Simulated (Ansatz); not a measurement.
KBr: changing the dispersion correction

The cell as given:

It takes space group Fm-3m (No. 225, cubic). Conventional cell: a = 6.600 Å, b = 6.600 Å, c = 6.600 Å, α = 90.00°, β = 90.00°, γ = 90.00°. Br (site symmetry m-3m) has 6 K at 3.30 Å as nearest neighbours. Around K (site symmetry m-3m) lie 6 Br at 3.30 Å.

Kept alike: task relaxation of cell and atoms; functional PBEsol; k mesh 7 × 7 × 7; occupations fermi-dirac, width 0.05 eV; no spin polarisation. Program: Ansatz, Ansatz PAW, cutoff 420 eV. The mesh is that of the run's cell of 2 atoms. No spin-orbit coupling.

| dispersion correction | volume (Å³/atom) |
| --- | --- |
| D3(BJ) | 33.026 |
| D3(BJ)-ATM | 33.225 |
| D4 | 34.235 |
| none | 35.111 |

The relaxations keep at least the cell's symmetry (Fm-3m). Relaxations stop with a little pressure left, so the last digits of a volume or edge aren't settled. All rows use potentials made for PBE.

What does the dispersion correction change here?

The volume runs from 33.026 (D3(BJ)) to 35.111 Å³/atom (none). Against no correction: D3(BJ) -5.9 %; D3(BJ)-ATM -5.4 %; D4 -2.5 %. Dispersion terms mostly attract and so lower the volume; the schemes' coefficients and damping set how far. Measured: 35.91 Å³/atom at 298.15 K (a printed reference work); nearest none, 0.80 Å³/atom off. The runs are for a static lattice.
